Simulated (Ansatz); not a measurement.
Rows from a G0W0 calculation on SnSe2 (layers cut from the bulk crystal) (Ansatz 0.2.0; G0W0 on PBE, plane waves, PAW; PAW set soft_1; 6×6×1 mesh, 260 empty bands, screening to 36 eV, PAW set soft_1 files), in eV. Spin-orbit coupling is left out.

| row | Σx | Σc | Vxc | Z |
| --- | --- | --- | --- | --- |
| A | -11.74 | -2.73 | -15.24 | 0.73 |
| B | -11.30 | -2.37 | -14.30 | 0.74 |
| C | -17.40 | 2.05 | -15.30 | 0.72 |
| D | -17.51 | 1.95 | -15.56 | 0.72 |
| E | -10.94 | -2.39 | -13.95 | 0.75 |
| F | -12.01 | -2.86 | -15.69 | 0.73 |

**Question.** Which rows are filled states and which are empty ones, and how can one tell?

Filled: C and D. Empty: A, B, E and F. The sign of Σc tells: for a filled state bare exchange, which holds its interaction with itself, lies below Vxc (Σx − Vxc is -2.0 eV or lower here) and screening gives part back as a positive Σc. For an empty state Σx lies above Vxc (+3.0 eV or more) and the Coulomb hole leaves Σc negative.

[Runs of the session that timed out or met a known fault of the program may be left out.]

[Cells called generated may have been cut or substituted from an entry of the Crystallography Open Database or the Materials Project.]

[Hosts, paths, dates, database ids (printed as entryN), source tags and the programs' standing remarks are cut or masked in the printed files.]
